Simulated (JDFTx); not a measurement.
**Sc in JDFTx: convergence with rho ratio**

The system is Sc.

```
Sc
1.0
    -0.00206    2.27722    2.24101
     2.27095   -0.01197    2.25092
     2.24973    2.26590    0.00926
Sc
1
Direct
  0.00543 0.00585 0.98981
```

The cell isn't the ideal one: cell strained at random at fixed volume.

```yaml
Program: JDFTx 1.7.0 (patched build)
Task: convergence study
Functional: PBEsol
Potentials_or_basis: PseudoDojo-SR-PBEsol-0.4-stringent
Cutoff: 1088 eV
Density_cutoff: 4354 eV
k_mesh: 8 × 8 × 8
Occupations: fermi-dirac, width 0.05 eV
Spin: no spin polarisation
```

These are the settings of the first run; the series varies rho ratio, with any setting tied to it.

Hardware: 1 thread of Intel(R) Xeon(R) 6975P-C (Granite Rapids), on a shared host.

| rho ratio | energy less the tightest run, at zero smearing (meV/atom) | SCF cycles | CPU time (s) | peak memory (GiB) |
| --- | --- | --- | --- | --- |
| 4 | 0.00 | 15 | 130 | 0.26 |
| 5 | 0.00 | 15 | 130 | 0.26 |
| 6 | 0.00 | 15 | 130 | 0.27 |
| 8 | 0.00 | 15 | 180 | 0.27 |
| 10 | 0.00 | 15 | 140 | 0.28 |

Against the tightest run, the energy stays within 1 meV/atom from 4 on. The tightest run that finished is the yardstick and may itself not be fully converged.
